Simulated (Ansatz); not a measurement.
# Point defect: O interstitial in LiH

All numbers below come from DFT PBE, scalar-relativistic, plane waves, PAW in Ansatz 0.2.0. (420 eV cutoff, 2×2×2 k-mesh, shifted by half a step, Gaussian smearing of 0.01 eV, collinear spin in charge -1 alone)

Host crystal, relaxed:

```
CELL_PARAMETERS angstrom
0.00000 2.00355 2.00355
2.00355 0.00000 2.00355
2.00355 2.00355 0.00000
ATOMIC_POSITIONS crystal
Li 0.00000 0.00000 0.00000
H 0.50000 0.50000 0.50000
```

Supercell of 32 atoms, rows in host cell vectors: 1 -3 1; -3 1 1; 1 1 -3. Atoms relax at the host's cell, keeping the symmetry that the supercell leaves at the site. The cell is small, so energies carry finite-size errors of tenths of an eV. The host's Kohn–Sham gap is 2.98 eV.

Defect: O interstitial, charge 0.

Command:

```bash
ansatz run input.yaml --threads 4 --pin off --max-ram 6144MiB --backend cpu --events-out ev --progress --plain --runs-dir out
```

The input:

```yaml
crystal:
  lattice:
    - [-4.0071000518, 4.0071000518, -4.0071000518]
    - [4.0071000518, -4.0071000518, -4.0071000518]
    - [-4.0071000518, -4.0071000518, 4.0071000518]
  atoms:
    - { symbol: Li, position: [0.0, 0.25, 0.75] }
    - { symbol: Li, position: [0.75, 0.25, 1.0] }
    - { symbol: Li, position: [0.5, 0.25, 0.25] }
    - { symbol: Li, position: [0.25, 0.0, 0.75] }
    - { symbol: Li, position: [0.25, 0.25, 0.5] }
    - { symbol: Li, position: [1.0, 1.0, 1.0] }
    - { symbol: Li, position: [0.75, 0.0, 0.25] }
    - { symbol: Li, position: [0.5, 0.75, 0.75] }
    - { symbol: Li, position: [0.5, 0.0, 0.5] }
    - { symbol: Li, position: [0.25, 0.75, 1.0] }
    - { symbol: Li, position: [0.0, 0.75, 0.25] }
    - { symbol: Li, position: [0.75, 0.5, 0.75] }
    - { symbol: Li, position: [0.75, 0.75, 0.5] }
    - { symbol: Li, position: [0.5, 0.5, 1.0] }
    - { symbol: Li, position: [0.25, 0.5, 0.25] }
    - { symbol: Li, position: [0.0, 0.5, 0.5] }
    - { symbol: H, position: [0.75, 0.25, 0.5] }
    - { symbol: H, position: [0.5, 0.25, 0.75] }
    - { symbol: H, position: [0.25, 0.25, 0.0] }
    - { symbol: H, position: [0.0, 0.0, 0.5] }
    - { symbol: H, position: [0.0, 0.25, 0.25] }
    - { symbol: H, position: [0.75, 0.0, 0.75] }
    - { symbol: H, position: [0.5, 0.0, 0.0] }
    - { symbol: H, position: [0.25, 0.75, 0.5] }
    - { symbol: H, position: [0.25, 0.0, 0.25] }
    - { symbol: H, position: [0.0, 0.75, 0.75] }
    - { symbol: H, position: [0.75, 0.75, 0.0] }
    - { symbol: H, position: [0.5, 0.5, 0.5] }
    - { symbol: H, position: [0.5, 0.75, 0.25] }
    - { symbol: H, position: [0.25, 0.5, 0.75] }
    - { symbol: H, position: [0.0, 0.5, 0.0] }
    - { symbol: H, position: [0.75, 0.5, 0.25] }
    - { symbol: O, position: [0.75, 0.75, 0.75] }
  host:
    lattice:
      - [0.0, 2.0035500259, 2.0035500259]
      - [2.0035500259, 0.0, 2.0035500259]
      - [2.0035500259, 2.0035500259, 0.0]
    atoms:
      - { symbol: Li, position: [0.0, 0.0, 0.0] }
      - { symbol: H, position: [0.5, 0.5, 0.5] }
basis:
  ecutwfc: 420
  xc_grid: 2
kpoints:
  mp_grid: { grid: [2, 2, 2], shift: [0.5, 0.5, 0.5] }
hamiltonian:
  xc: pbe
scf:
  occupations: { method: gaussian, width: 0.01 }
output:
  forces: true
  stress: false
  eigenvalues: true
  charged_corrections:
    defect_position: [0.75, 0.75, 0.75]
    epsilon: [[14.9362, 0.0, 0.0], [0.0, 14.9362, 0.0], [0.0, 0.0, 14.9362]]
  write_density: true
  write_potential: true
  elf: true
  volumetric_format: npy
relax:
  adjacent_minimum: "off"
  f_tol: 0.025
  max_steps: 45
```

From the output:

```
Warning: RAYON_NUM_THREADS=4 ignored (pool sized by the plan → 4); use --threads N
Crystal: 33 atoms, lattice volume = 257.366 Å³
Basis set: ecut = 420 eV, 5017 PW (Γ), exchange–correlation on 96×96×96 points (8 copies of the dense FFT grid, shifted against one another)
Bands: 68, of which v1, the nominal top of the filled ones, is band 35 counted from 1 (34 counted from 0)
Symmetry: 24 space group operations
Space group: I-43m (ITA 217), of the structure as read, at distance tolerance 6.4e-5 Å
k-points: 2 of 8 (time reversal used)
relax step   1: F+E_penalty+E_count = -4103.69442926 eV  Δ(F+E_penalty+E_count) = +0.000e0 eV  max|allowed force component| = 7.918e-1 eV/Å  Δτ_max = 0.0000 Å
relax step   2: F+E_penalty+E_count = -4104.61780401 eV  Δ(F+E_penalty+E_count) = -9.234e-1 eV  max|allowed force component| = 3.942e-1 eV/Å  Δτ_max = 0.1974 Å
relax step   3: F+E_penalty+E_count = -4104.95944845 eV  Δ(F+E_penalty+E_count) = -3.416e-1 eV  max|allowed force component| = 8.260e-2 eV/Å  Δτ_max = 0.1953 Å
relax step   4: F+E_penalty+E_count = -4104.99283586 eV  Δ(F+E_penalty+E_count) = -3.339e-2 eV  max|allowed force component| = 2.174e-2 eV/Å  Δτ_max = 0.0794 Å
SCF converged after 6 iterations
Free energy (F): -4104.992836 eV
E sigma→0 (E₀):  -4104.988979 eV
Fermi energy:    1.419592 eV
```

The relaxation gained 1.30 eV in 4 steps. Time: 5.8 s on 4 threads of Arm Neoverse V1, on a shared host, peak memory 0.5 GiB.